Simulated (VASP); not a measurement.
A run of VASP 6.6.1 is set up as follows.

POSCAR

```
HCl
1.0
    0.0000000000      2.7102014052      2.8925700979
    2.5480959006      0.0000000000      2.8925700979
    2.5480959006      2.7102014052      0.0000000000
H Cl
1 1
Direct
    0.0000000000      0.0000000000      0.0000000000
    0.5000000000      0.5000000000      0.5000000000
```

Contents of INCAR.step1:

```
ALGO = Normal
EDIFF = 1E-4
ENCUT = 520
GGA = PE
ISMEAR = -1
LASPH = True
LCHARG = False
LREAL = False
LWAVE = True
NBANDS = 11
NELM = 100
PREC = Accurate
SIGMA = 0.03
```

INCAR.step2

```
ALGO = Normal
EDIFF = 1E-8
ENCUT = 520
ISIF = 2
ISMEAR = -1
ISTART = 1
LASPH = True
LCHARG = False
LEFG = True
LMIXTAU = True
LREAL = False
LWAVE = False
METAGGA = R2SCAN
NBANDS = 11
NELM = 100
PREC = Accurate
SIGMA = 0.03
```

The input KPOINTS:

```
k-points
0
Gamma
  8 8 8
```

Potentials or basis: VASP PAW PBE potentials, release 64 (H, Cl).

The run is started by

```console
$ cat potpaw_PBE.64/H/POTCAR potpaw_PBE.64/Cl/POTCAR > POTCAR
$ cp INCAR.step1 INCAR
$ mpirun -np 1 vasp_std > vasp.out
$ cp INCAR.step2 INCAR
$ mpirun -np 1 vasp_std > vasp.out
```

(1) Predict the pressure.

(2) Estimate the band gap on the k mesh.

## Answers

(1) -10.4 GPa.

(2) none (metal or under the smearing width).

Caveat: the PAW data sets were made with another functional, which shifts forces and pressure a little.
